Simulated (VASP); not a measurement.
# Be2C (Fm-3m) in VASP: G0W0 quasiparticle levels with LDA

Aim: the G0W0 quasiparticle levels of Be2C with LDA.

All numbers are computed with VASP 6.6.1; they aren't measurements. Logs are shortened: lines on timing, memory, paths and dates and some standing lists are left out, and cuts for length are marked.

### 1 Starting point

It takes space group Fm-3m (No. 225, cubic). The conventional cell has a = 4.330 Å, b = 4.330 Å, c = 4.330 Å, α = 90.00°, β = 90.00°, γ = 90.00°. Around C (site symmetry m-3m) lie 8 Be at 1.87 Å. Be (site symmetry -43m) has 4 C at 1.87 Å as nearest neighbours.

### 2 G0W0 quasiparticle levels, LDA

Contents of POSCAR:

```
Be2C
1.0
    0.0000000000      2.1650000000      2.1650000000
    2.1650000000      0.0000000000      2.1650000000
    2.1650000000      2.1650000000      0.0000000000
C Be
1 2
Direct
    0.0000000000      0.0000000000      0.0000000000
    0.7500000000      0.7500000000      0.7500000000
    0.2500000000      0.2500000000      0.2500000000
```

Contents of INCAR.step1:

```
  ALGO = Fast
  EDIFF = 1E-8
  ENCUT = 500
  GGA = CA
  ISMEAR = 0
  KPAR = 4
  LASPH = True
  LCHARG = False
  LREAL = False
  LWAVE = True
  NELM = 100
  PREC = Accurate
  SIGMA = 0.01
```

Contents of INCAR.step2:

```
  ALGO = Exact
  EDIFF = 1E-8
  ENCUT = 500
  GGA = CA
  ISMEAR = 0
  ISTART = 1
  KPAR = 4
  LASPH = True
  LCHARG = False
  LOPTICS = True
  LREAL = False
  LWAVE = True
  NBANDS = 134
  NELM = 1
  PREC = Accurate
  SIGMA = 0.01
```

Contents of INCAR.step3:

```
  ALGO = EVGW0
  EDIFF = 1E-8
  ENCUT = 500
  ENCUTGW = 200
  GGA = CA
  ISMEAR = 0
  ISTART = 1
  KPAR = 4
  LASPH = True
  LCHARG = False
  LREAL = False
  LWAVE = False
  NBANDS = 134
  NBANDSGW = 12
  NELMGW = 1
  NOMEGA = 50
  PREC = Accurate
  PRECFOCK = Fast
  SIGMA = 0.01
```

Contents of KPOINTS:

```
k-points
0
Gamma
  6 6 6
```

Potentials or basis: VASP PAW LDA potentials, release 64 (C_GW, Be_GW).

On the command line:

```console
$ cat potpaw_LDA.64/C_GW/POTCAR potpaw_LDA.64/Be_GW/POTCAR > POTCAR
$ cp INCAR.step1 INCAR
$ mpirun -np 4 vasp_std > vasp.out
$ cp INCAR.step2 INCAR
$ mpirun -np 4 vasp_std > vasp.out
$ cp INCAR.step3 INCAR
$ mpirun -np 4 vasp_std > vasp.out
```

OUTCAR:

```text
EDIFF = 1E-8
   ENCUT = 500
   ENCUTGW = 200
   GGA = CA
   ISMEAR = 0
   ISTART = 1
   LASPH = True
   LREAL = False
   NELMGW = 1
   PREC = Accurate
   PRECFOCK = Fast

 ion  position               nearest neighbor table
   1  0.000  0.000  0.000-   2 1.87   2 1.87   2 1.87   2 1.87   3 1.87   3 1.87   3 1.87   3 1.87

   2  0.750  0.750  0.750-   1 1.87   1 1.87   1 1.87   1 1.87   3 2.17   3 2.17   3 2.17   3 2.17
                             3 2.17   3 2.17
   3  0.250  0.250  0.250-   1 1.87   1 1.87   1 1.87   1 1.87   2 2.17   2 2.17   2 2.17   2 2.17
                             2 2.17   2 2.17

  LATTYP: Found a face centered cubic cell.
 ALAT       =     4.3300000000

  Lattice vectors:

 A1 = (   0.0000000000,   2.1650000000,   2.1650000000)
 A2 = (   2.1650000000,   0.0000000000,   2.1650000000)
 A3 = (   2.1650000000,   2.1650000000,   0.0000000000)

Analysis of symmetry for initial positions (statically):
=====================================================================
 Subroutine PRICEL returns:
 Original cell was already a primitive cell.

 Routine SETGRP: Setting up the symmetry group for a
 face centered cubic supercell.

 Subroutine GETGRP returns: Found 48 space group operations
 (whereof 48 operations were pure point group operations)
 out of a pool of 48 trial point group operations.

The static configuration has the point symmetry O_h .

Analysis of symmetry for dynamics (positions and initial velocities):
=====================================================================
 Subroutine PRICEL returns:
 Original cell was already a primitive cell.

 Routine SETGRP: Setting up the symmetry group for a
 face centered cubic supercell.

 Subroutine GETGRP returns: Found 48 space group operations
 (whereof 48 operations were pure point group operations)
 out of a pool of 48 trial point group operations.

The dynamic configuration has the point symmetry O_h .

 Subroutine INISYM returns: Found 48 space group operations
 (whereof 48 operations are pure point group operations),
 and found     1 'primitive' translations

----------------------------------------------------------------------------------------

                                     Primitive cell

  volume of cell :      20.2957

  direct lattice vectors                    reciprocal lattice vectors
     0.000000000  2.165000000  2.165000000    -0.230946882  0.230946882  0.230946882
     2.165000000  0.000000000  2.165000000     0.230946882 -0.230946882  0.230946882
     2.165000000  2.165000000  0.000000000     0.230946882  0.230946882 -0.230946882

  length of vectors
     3.061772363  3.061772363  3.061772363     0.400011734  0.400011734  0.400011734

  position of ions in fractional coordinates (direct lattice)
     0.000000000  0.000000000  0.000000000
     0.750000000  0.750000000  0.750000000
     0.250000000  0.250000000  0.250000000

  ion indices of the primitive-cell ions
   primitive index   ion index
                 1           1
                 2           2
                 3           3

----------------------------------------------------------------------------------------

 KPOINTS: k-points

Automatic generation of k-mesh.
 Grid dimensions read from file:
 generate k-points for:    6    6    6

 Generating k-lattice:

  Cartesian coordinates                     Fractional coordinates (reciprocal lattice)
    -0.038491147  0.038491147  0.038491147     0.166666667  0.000000000  0.000000000
     0.038491147 -0.038491147  0.038491147     0.000000000  0.166666667  0.000000000
     0.038491147  0.038491147 -0.038491147     0.000000000  0.000000000  0.166666667

  Length of vectors
     0.066668622  0.066668622  0.066668622

  Shift w.r.t. Gamma in fractional coordinates (k-lattice)
     0.000000000  0.000000000  0.000000000

 Subroutine IBZKPT returns following result:
 ===========================================

 Found     16 irreducible k-points:

 Following reciprocal coordinates:
            Coordinates               Weight
  0.000000  0.000000  0.000000      1.000000
  0.166667  0.000000  0.000000      8.000000
  0.333333  0.000000  0.000000      8.000000
  0.500000  0.000000  0.000000      4.000000
  0.166667  0.166667  0.000000      6.000000
  0.333333  0.166667  0.000000     24.000000
[... 8 lines left out ...]
 -0.333333  0.333333  0.166667     24.000000
 -0.333333  0.500000  0.166667     12.000000
   k-points           NKPTS =     16   k-points in BZ     NKDIM =    216   number of bands    NBANDS=    134
   number of dos      NEDOS =    301   number of ions     NIONS =      3
   total plane-waves  NPLWV =  13824
   dimension x,y,z NGX =    24 NGY =   24 NGZ =   24
   dimension x,y,z NGXF=    48 NGYF=   48 NGZF=   48
   ions per type =               1   2
   NGX,Y,Z   is equivalent  to a cutoff of  13.03, 13.03, 13.03 a.u.
   NGXF,Y,Z  is equivalent  to a cutoff of  26.06, 26.06, 26.06 a.u.
 SYSTEM =  unknown system
   PREC   = accura    normal or accurate (medium, high low for compatibility)
   ISTART =      1    job   : 0-new  1-cont  2-samecut
   ICHARG =      0    charge: 1-file 2-atom 10-const
   ISPIN  =      1    spin polarized calculation?
   LNONCOLLINEAR =      F non collinear calculations
   LSORBIT =      F    spin-orbit coupling
   LASPH  =      T    aspherical Exc in radial PAW
   ENCUT  =  500.0 eV  36.75 Ry    6.06 a.u.   5.58  5.58  5.58*2*pi/ulx,y,z
   NELM   =     60;   NELMIN=  2; NELMDL=  0     # of ELM steps
   EDIFF  = 0.1E-07   stopping-criterion for ELM
   LREAL  =      F    real-space projection
   EDIFFG = 0.1E-06   stopping-criterion for IOM
   NSW    =      0    number of steps for IOM
   IBRION =     -1    ionic relax: 0-MD 1-quasi-New 2-CG
   NFREE  =      0    steps in history (QN), initial steepest desc. (CG)
   ISIF   =      0    stress and relaxation
   ISYM   =      3    0-nonsym 1-usesym 2-fastsym
   POTIM  = 0.5000    time-step for ionic-motion
   TEBEG  =    0.0;   TEEND  =   0.0 temperature during run
   PSTRESS=    0.0 pullay stress
   NELECT =       8.0000    total number of electrons
   NUPDOWN=      -1.0000    fix difference up-down
   EMIN   =  10.00;   EMAX   =-10.00  energy-range for DOS
   EFERMI =   0.00;   METHOD = LEGACY
   ISMEAR =     0;   SIGMA  =   0.01  broadening in eV -4-tet -1-fermi 0-gaus
   EFERMI_NEDOS =   21; number of points for ismear=-14 and -15
   IALGO  =     38    algorithm
   IMIX   =      4    mixing-type and parameters
     AMIX     =   0.40;   BMIX     =  1.00
     AMIX_MAG =   1.60;   BMIX_MAG =  1.00
  volume/ion in A,a.u.               =       6.77        45.65
  Fermi-wavevector in a.u.,A,eV,Ry     =   1.200338  2.268310 19.603432  1.440812
  Thomas-Fermi vector in A             =   2.336177
   LORBIT       =      0    0 simple, 1 ext, 2 COOP (PROOUT), +10 PAW based schemes
   GGA     = CA    functional components
   LHFCALC =     T    Hartree Fock is set to
   PRECFOCK=fast      Normal, Fast or Accurate (Low or Medium for compatibility)
   ENCUT4O =  -1.0   cutoff for four orbital integrals eV
   NKREDX  =     1    reduce k-point grid by
   NKREDY  =     1    reduce k-point grid by
   NKREDZ  =     1    reduce k-point grid by
   AEXX    =    1.0000 exact exchange contribution
   HFSCREEN=    0.0000 screening length (either q_TF or 0.3 A-1)
   HFSCREENC=   0.0000 screening length for correlation (either q_TF or 0.3 A-1)
   ENCUTFOCK=  -1.0 apply spherical cutoff to Coloumb kernel
   IVDW    =     0    specifies the selected vdW correction
   LEPSILON=     F    determine dielectric tensor
   LRPA    =     F    only Hartree local field effects (RPA)
   LRPAFORCE           =     F    calculate RPA forces
   ENCUTGW             = 200.0    cutoff for response function in eV
   ENCUTGWSOFT         = 160.0    soft cutoff for Coulomb kernel in GW response function in eV
   ENCUTLF             =  -1.0    cutoff for local field effects
   NELMGW              =     1    number of iterations in solving QP/BSE equation
   NELMHF              =     1    number of iterations in the inner HF iteration
   NKREDLFX            =     1    NKREDLFY  =   1   NKREDLFZ  =   1
 non-spin polarized calculation
 Gauss-broadening in eV      SIGMA  =   0.01
  energy-cutoff  :      500.00
  volume of cell :       20.30
 maximum number of plane-waves:       531
 NGX is ok and might be reduce to    24
  NGX = 14; NGY = 14; NGZ = 14
   NGX = 11   NGY = 11   NGZ = 11
 maximum number of plane-waves:       138

 QP shifts <psi_nk| G(iteration)W_0 |psi_nk>: iteration 1
 for sc-GW calculations column KS-energies equals QP-energies in previous step
 and V_xc(KS)=  KS-energies - (<T + V_ion + V_H > + <T+V_H+V_ion>^1  + <V_x>^1)

 k-point   1 :       0.0000    0.0000    0.0000
  band No.  KS-energies  QP-energies   sigma(KS)   V_xc(KS)     V^pw_x(r,r')   Z            occupation Imag(sigma)

      1      -8.3113      -9.3970     -14.3775     -12.8684     -21.5544       0.7194       2.0000       1.1671
      2       6.5648       6.0983     -15.6015     -15.0126     -16.7986       0.7923       2.0000      -0.0079
      3       6.5648       6.0983     -15.6015     -15.0126     -16.7986       0.7923       2.0000      -0.0079
      4       6.5648       6.0983     -15.6015     -15.0126     -16.7986       0.7923       2.0000      -0.0079
      5      10.5782      11.3629     -10.4450     -11.4119      -6.0284       0.8116       0.0000      -0.0989
      6      10.5782      11.3629     -10.4450     -11.4119      -6.0284       0.8116       0.0000      -0.0989
      7      10.5782      11.3629     -10.4450     -11.4119      -6.0284       0.8116       0.0000      -0.0989
      8      13.4236      13.8648     -12.2707     -12.8426      -6.4803       0.7714       0.0000      -0.1412
      9      19.5760      20.3088      -9.6219     -10.5776      -2.8230       0.7669       0.0000      -0.3494
     10      19.5760      20.3088      -9.6219     -10.5776      -2.8230       0.7669       0.0000      -0.3494
     11      19.5760      20.3088      -9.6219     -10.5776      -2.8230       0.7669       0.0000      -0.3494
     12      23.3183      23.7284     -11.0846     -11.5988      -4.8126       0.7977       0.0000      -0.4245

 k-point   2 :       0.1667    0.0000    0.0000
  band No.  KS-energies  QP-energies   sigma(KS)   V_xc(KS)     V^pw_x(r,r')   Z            occupation Imag(sigma)
[... 225 lines left out ...]
      1      -4.4700      -5.3706     -15.2765     -14.0227     -21.2393       0.7183       2.0000       0.5605
      2       0.2535      -0.7026     -14.1131     -12.8351     -17.6025       0.7481       2.0000       0.0696
      3       0.6101      -0.1170     -13.3467     -12.3934     -16.2620       0.7627       2.0000       0.0384
      4       1.2042       0.3769     -14.0974     -13.0098     -17.1083       0.7608       2.0000       0.0395
      5      10.5743      11.0702     -11.4794     -12.0975      -6.8557       0.8023       0.0000      -0.1120
      6      14.1284      14.6916     -10.8233     -11.5362      -5.4100       0.7900       0.0000      -0.1287
      7      16.4630      17.2466     -11.7546     -12.7809      -5.3503       0.7636       0.0000      -0.2019
      8      18.3847      19.1685     -11.0051     -12.0274      -4.5972       0.7667       0.0000      -0.2329
      9      20.1894      21.1699     -12.6379     -13.9678      -5.0721       0.7372       0.0000      -0.3700
     10      21.4689      22.4347     -12.6640     -13.9784      -4.8210       0.7347       0.0000      -0.4613
     11      23.0494      24.2110     -10.3257     -11.8264      -3.2790       0.7740       0.0000      -0.4324
     12      25.0981      26.2460      -9.9909     -11.5065      -2.3493       0.7573       0.0000      -0.6361
```

Wall time 83 s (4 MPI ranks of Intel Xeon Platinum 8488C (Sapphire Rapids), shared host); peak memory 0.47 GiB.

Results:

- Band gap on the k mesh, mean-field level: 1.18 eV, indirect (least direct gap 4.01 eV)
- Quasiparticle gap: 1.96 eV
- Least direct quasiparticle gap: 5.26 eV

Levels at points of the mesh, in eV from the valence-band top:
```tsv
k point	band 1	band 2	band 3	band 4	band 5	band 6	band 7	band 8
(0.00, 0.00, 0.00)	-14.88	0.00	0.00	0.00	4.01	4.01	4.01	6.86
(0.50, 0.00, 0.00)	-12.01	-8.70	-1.84	-1.84	4.92	4.92	7.11	9.71
(0.50, 0.50, 0.00)	-11.28	-6.70	-4.75	-4.75	1.18	5.79	13.08	13.08
```

Caveat: bands, screening cutoff and mesh are small and nothing is extrapolated, so the quasiparticle values aren't converged.
